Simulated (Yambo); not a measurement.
Input of a Yambo 5.3.0 run:

File optics1.in:

```
optics
chi
Chimod= "HARTREE"
% BndsRnXd
 1 | 38 |
%
NGsBlkXd= 3 Ry
% LongDrXd
 1 | 0 | 0 |
%
% QpntsRXd
 1 | 1 |
%
% EnRngeXd
 0 | 20 | eV
%
% DmRngeXd
 0.1 | 0.1 | eV
%
ETStpsXd= 200
```

The input scf.in:

```
&CONTROL
  calculation = 'scf'
  prefix = 'pwscf'
  outdir = './tmp'
  pseudo_dir = './pseudo'
/
&SYSTEM
  ibrav = 0
  nat = 2
  ntyp = 2
  ecutwfc = 84
  nbnd = 20
  occupations = 'smearing'
  smearing = 'fd'
  degauss = 0.00367493
  force_symmorphic = .true.
/
&ELECTRONS
  conv_thr = 4d-10
  electron_maxstep = 120
  mixing_beta = 0.5
/
ATOMIC_SPECIES
Te   127.6000 Te.upf
Mg    24.3050 Mg.upf
CELL_PARAMETERS angstrom
   0.0000000000    3.2319988239    3.2319988239
   3.2319988239    0.0000000000    3.2319988239
   3.2319988239    3.2319988239    0.0000000000
ATOMIC_POSITIONS crystal
Te     0.2500000000    0.2500000000    0.2500000000
Mg     0.0000000000    0.0000000000    0.0000000000
K_POINTS automatic
8 8 8 0 0 0
```

The input nscf.in:

```
&CONTROL
  calculation = 'nscf'
  prefix = 'pwscf'
  outdir = './tmp'
  pseudo_dir = './pseudo'
/
&SYSTEM
  ibrav = 0
  nat = 2
  ntyp = 2
  ecutwfc = 84
  nbnd = 73
  occupations = 'fixed'
  force_symmorphic = .true.
/
&ELECTRONS
  conv_thr = 1d-08
  diago_full_acc = .true.
  diago_thr_init = 1d-06
/
ATOMIC_SPECIES
Te   127.6000 Te.upf
Mg    24.3050 Mg.upf
CELL_PARAMETERS angstrom
   0.0000000000    3.2319988239    3.2319988239
   3.2319988239    0.0000000000    3.2319988239
   3.2319988239    3.2319988239    0.0000000000
ATOMIC_POSITIONS crystal
Te     0.2500000000    0.2500000000    0.2500000000
Mg     0.0000000000    0.0000000000    0.0000000000
K_POINTS automatic
4 4 4 0 0 0
```

Potentials or basis: PseudoDojo 0.4.1 SR PBEsol standard.

Launch:

```console
$ OMP_NUM_THREADS=1 pw.x -in scf.in > scf.out
$ OMP_NUM_THREADS=1 pw.x -in nscf.in > nscf.out
$ cd tmp/pwscf.save; p2y; mv SAVE ../..; cd ../..
$ OMP_NUM_THREADS=1 yambo
$ OMP_NUM_THREADS=1 yambo -F optics1.in -J optics1 -C optics1_out
```

(1) What does it give for the electronic dielectric constant along the field?

(2) What does it give for the electronic dielectric constant along the field, independent particles?

(3) Estimate the band gap on the k mesh, mean-field level.

Results:

(1) 6.33.

(2) 7.43.

(3) 2.29 eV, direct.

Caveat: the k mesh is coarse (spacing up to 0.42 Å⁻¹), so the values aren't converged; spectra need much finer meshes, so this one isn't converged; these spectra lack excitons; spin-orbit coupling is left out, which moves the levels of the heavy elements.
